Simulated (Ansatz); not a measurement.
# TiTe2: the cost of one run

Computed with Ansatz 0.2.0 (DFT PBE, scalar-relativistic, plane waves, PAW, unless a step's input says otherwise).

## 1. Starting point

The structure is trigonal, space group P-3m1 (No. 164). The conventional cell has a = 3.777 Å, b = 3.777 Å, c = 6.498 Å, α = 90.00°, β = 90.00°, γ = 120.00°. Around Ti (site symmetry -3m) lie 6 Te at 2.77 Å. Around Te (site symmetry 3m) lie 3 Ti at 2.77 Å.

Structure file:

```cif
data_structure
_symmetry_space_group_name_H-M 'P 1'
_symmetry_Int_Tables_number 1
_cell_length_a 3.7770
_cell_length_b 3.7770
_cell_length_c 6.4980
_cell_angle_alpha 90.000
_cell_angle_beta 90.000
_cell_angle_gamma 120.000
_cell_volume 80.28
loop_
_atom_site_label
_atom_site_type_symbol
_atom_site_fract_x
_atom_site_fract_y
_atom_site_fract_z
_atom_site_occupancy
Ti1 Ti 0.00000 0.00000 0.00000 1
Te1 Te 0.66667 0.33333 0.26280 1
Te2 Te 0.33333 0.66667 0.73720 1
```

The cell is taken as given, not relaxed at this level.

## 2. The reference cell

Reference values: F = -16461.6789 eV; pressure 0.93 GPa; largest force 0.030 eV/Å; gap on the mesh none (metal). It was computed beforehand with the settings of the runs below.

## 3. The scan: energy and stress against strain

The cell is strained by ε times the Voigt pattern (0, 0, 0, 0, 1, 0) (xx, yy, zz, yz, xz, xy; engineering shear), with fractional coordinates fixed (clamped ions). The stress on the pattern is the sum of the stress components weighted by it, tension positive.

## 4. ε = -0.1500

input.yaml reads:

```yaml
crystal:
  lattice:
    - [3.7770008876, 0.0, -0.2832750666]
    - [-1.8885004438, 3.2709787188, 0.1416375333]
    - [-0.48735, 0.0, 6.498]
  atoms:
    - { symbol: Ti, position: [0.0, 0.0, 0.0] }
    - { symbol: Te, position: [0.6666666667, 0.3333333333, 0.2628] }
    - { symbol: Te, position: [0.3333333333, 0.6666666667, 0.7372] }
basis:
  ecutwfc: 420
kpoints:
  mp_grid: { grid: [12, 12, 8] }
hamiltonian:
  xc: pbe
scf:
  occupations: { method: gaussian, width: 0.15 }
output:
  forces: true
  stress: true
  eigenvalues: true
```

Run with:

```bash
> ansatz run input.yaml --threads 1 --pin off --max-ram 2560MiB --backend cpu --events-out ev --progress --plain --runs-dir out
```

Q: Estimate wall time and peak memory on 1 thread of Oxide Virtual Turin-like (Zen 5), shared host.

About 61 s, with a peak of 1.1 GiB.
